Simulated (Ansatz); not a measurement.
GaP: pressure against volume

GaP, F-43m, a = 5.505 Å. Ansatz: PBE, PAW, 420 eV, Γ-centred 8×8×8 mesh on 2 atoms, Gaussian smearing 0.02 eV; no spin polarisation. Symmetry fixes shape and atoms, so the cell is only scaled; pressure is positive in compression.

| V (Å³/atom) | P (GPa) |
| --- | --- |
| 18.352 | ? |
| 18.978 | 9.02 |
| 19.603 | 5.52 |
| 20.229 | 2.56 |
| 20.854 | 0.04 |
| 21.480 | -2.09 |
| 22.106 | -3.89 |
| 22.940 | -5.86 |

Q: Take V0 = 20.854 Å³/atom, count pressures from its P0 = 0.04 GPa, fit the third-order Birch–Murnaghan form to the other rows, and predict the missing pressure.

A: With the Eulerian strain f = ½[(V0/V)^(2/3) − 1] and y = (P − P0)/[3f(1 + 2f)^(5/2)], the form is the line y = B0 + 1.5 B0 (B0′ − 4) f. Rows (f, y): 0.03243, 78.9; 0.02105, 78.3; 0.01025, 77.9; -0.00976, 76.4; -0.01906, 75.7; -0.03079, 74.9. Means f = 0.0006867, y = 77.017; Σ(Δf)² = 0.003004, ΣΔfΔy = 0.1934; the slope is their ratio. y = 76.97 + 64.40 f GPa, so B0 = 77.0 GPa and B0′ = 4 + 2 × (64.40)/(3 × 76.97) = 4.56. At V = 18.352, f = 0.04447, y = 79.83 and P = 13.22 GPa. The run gave 13.14 GPa, so the fit is 0.08 GPa too high, a small miss on the scale of the series.